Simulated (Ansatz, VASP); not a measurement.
One calculation of TiB2, two programs

```
Ti B
1.0
     3.03210    0.00000    0.00000
    -1.51605    2.62588    0.00000
     0.00000    0.00000    3.22341
Ti B
1 2
Cartesian
  0.0000 0.0000 0.0000
  0.0000 1.7506 1.6117
  1.5161 0.8753 1.6117
```

Alike in both runs: task relaxation of cell and atoms; functional PBE; k mesh 15 × 15 × 14; occupations fermi-dirac, width 0.15 eV; no spin polarisation.

```csv
,VASP,Ansatz
version,VASP 6.6.1,Ansatz 0.2.0
potentials or method,"VASP PAW PBE potentials, release 64 (Ti_sv, B)","scalar-relativistic, plane waves, PAW"
plane-wave cutoff (eV),600,420
valence electrons in the cell,18,18
```

Ansatz gave:

* gap on the k mesh at the Fermi level, each at its own relaxed structure (eV): none
* relaxed volume (Å³/atom): 8.56
* relaxed cell length with the largest relative difference (Å): 3.224

What did VASP give for the same quantities?

gap on the k mesh at the Fermi level, each at its own relaxed structure (eV): none; relaxed volume (Å³/atom): 8.57; relaxed cell length with the largest relative difference (Å): 3.225.

A gap of «none» marks a metal or a gap that the smearing closes.
